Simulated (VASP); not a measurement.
## Si: single point with PBEsol

Crystal: Si.

```
Si
1.0
     0.00000    2.71676    2.71676
     2.71676    0.00000    2.71676
     2.71676    2.71676    0.00000
Si
2
Direct
  0.75000 0.75000 0.75000
  0.50000 0.50000 0.50000
```

The cell isn't the ideal one: relaxed again under DFT PBEsol, scalar-relativistic, plane waves, PAW.

```
Program             : VASP 6.6.1
Task                : single point
Functional          : PBEsol
Potentials or basis : VASP PAW PBE potentials, release 64 (Si)
Cutoff              : 520 eV
k mesh              : 10 × 10 × 10
Occupations         : gaussian, width 0.02 eV
Spin                : no spin polarisation
```

```json
{"Pressure": "0.1 GPa", "Band gap on the k mesh": "0.47 eV, indirect (least direct gap 2.52 eV)"}
```

Levels at points of the mesh, in eV from the valence-band top:
```csv
k point,band 1,band 2,band 3,band 4,band 5,band 6,band 7,band 8
"(0.00, 0.00, 0.00)",-11.98,0.00,0.00,0.00,2.52,2.52,2.52,3.31
"(0.50, 0.00, 0.00)",-9.63,-7.01,-1.20,-1.20,1.46,3.27,3.27,7.51
"(0.50, 0.50, 0.00)",-7.82,-7.82,-2.87,-2.87,0.59,0.59,10.05,10.05
```

It took 12 s on 1 thread of AMD EPYC 9R45 (Zen 5) (shared host), peak memory 0.13 GiB.

Caveat: the PAW data sets were made with another functional, which shifts forces and pressure a little. A k mesh can miss the band edges.
